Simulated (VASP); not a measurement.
Runs of VASP 6.6.1 on SiC. It takes space group P6_3mc (No. 186, hexagonal). The conventional cell has a = 3.079 Å, b = 3.079 Å, c = 10.080 Å, α = 90.00°, β = 90.00°, γ = 120.00°. Si (site symmetry 3m) is surrounded by 4 C at 1.89 to 1.90 Å. Around Si (site symmetry 3m) lie 4 C at 1.88 to 1.89 Å. C (site symmetry 3m) is surrounded by 4 Si at 1.88 to 1.90 Å. C (site symmetry 3m) is surrounded by 4 Si at 1.89 Å. The cell is a database's computed one.

```tsv
task	level	potentials or basis	cell	k mesh	cutoff (eV)	monkhorst-Pack mesh	gap on the mesh (eV)	pressure (GPa)	largest force (eV/Å)
relaxation of cell and atoms	PBEsol	VASP PAW PBE potentials, release 64 (Si, C)	relaxed	12 × 12 × 3	600	-	2.11	0.0	-
band structure	TB-mBJ	VASP PAW PBE potentials, release 64 (Si, C)	as given	12 × 12 × 3	520	-	3.18	-	-
band structure	PBE	VASP PAW PBE potentials, release 64 (Si, C)	as given	12 × 12 × 3	520	-	2.23	3.2	-
band structure	r2SCAN	VASP PAW PBE potentials, release 64 (Si, C)	as given	12 × 12 × 3	520	-	2.61	-0.5	0.01
dielectric tensor	PBE	VASP PAW PBE potentials, release 64 (Si, C)	as given	15 × 15 × 4	520	no	(b)	-	-
band structure	LDA	VASP PAW LDA potentials, release 64 (Si, C)	as given	12 × 12 × 3	520	-	2.17	(a)	0.01
optical spectrum	PBE	VASP PAW PBE potentials, release 64 (Si, C)	as given	12 × 12 × 3	520	-	2.23	3.2	-
```

Alike in all rows: no spin polarisation; smearing gaussian 0.03 eV.

Question: Estimate the missing entries.

Answer: (a) -4.1; (b) 2.27.

Caveats: the PAW data sets were made with another functional, which shifts forces and pressure a little (some runs); an odd mesh through Γ misses points on the zone boundary, where band edges often lie (some runs); the relaxation stopped at its first step, so nothing moved (some runs); spectra need much finer meshes, so this one isn't converged (some runs); independent-particle spectra lack excitons (some runs).
